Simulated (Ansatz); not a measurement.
# KCl: a tetragonal deformation path

Aim: for KCl, look for other minima along a tetragonal path.

Method: DFT r2SCAN, scalar-relativistic, plane waves, PAW, in Ansatz 0.2.0.

**1. The starting structure**

It takes space group Fm-3m (No. 225, cubic). The conventional cell has a = 6.312 Å, b = 6.312 Å, c = 6.312 Å, α = 90.00°, β = 90.00°, γ = 90.00°. Around K (site symmetry m-3m) lie 6 Cl at 3.16 Å. Cl (site symmetry m-3m) has 6 K at 3.16 Å in its first shell of neighbours.

Structure file:

```
CELL_PARAMETERS angstrom
0.00000 3.15610 3.15610
3.15610 0.00000 3.15610
3.15610 3.15610 0.00000
ATOMIC_POSITIONS crystal
K 0.00000 0.00000 0.00000
Cl 0.50000 0.50000 0.50000
```

No relaxation comes first: the listed cell is the starting point.

**2. Zero of the scan**

Contents of input.yaml:

```yaml
crystal:
  lattice:
    - [0.0, 3.1561, 3.1561]
    - [3.1561, 0.0, 3.1561]
    - [3.1561, 3.1561, 0.0]
  atoms:
    - { symbol: K, position: [0.0, 0.0, 0.0] }
    - { symbol: Cl, position: [0.5, 0.5, 0.5] }
basis:
  ecutwfc: 500
kpoints:
  mp_grid: { grid: [8, 8, 8] }
hamiltonian:
  xc: r2scan
scf:
  occupations: { method: gaussian, width: 0.05 }
output:
  forces: true
  stress: true
  eigenvalues: true
  write_density: true
  write_potential: true
  elf: true
  volumetric_format: npy
```

On the command line:

```sh
$ ansatz run input.yaml --threads 1 --pin off --max-ram 2560MiB --backend cpu --events-out ev --progress --plain --runs-dir out
```

Further runs follow: At ρ = 0.707; ρ = 1.414; ρ = 0.850; point ρ = 1.200; At ρ = 0.780; ρ = 1.300; At ρ = 0.920; ρ = 1.100; At ρ = 0.650; At ρ = 1.500; At ρ = 0.960; ρ = 1.050.

**Question.** What will these runs give? Wanted: highest point.

**Answer**, as computed:

```
     quantity                         value
highest point  1047.8 meV/atom at ρ = 0.650
```

**Reading.** No sampled point lies below the undisturbed cell. No sampled point inside the path is a dip, apart from those named. The gap on the mesh stays between 3.51 and 5.79 eV.
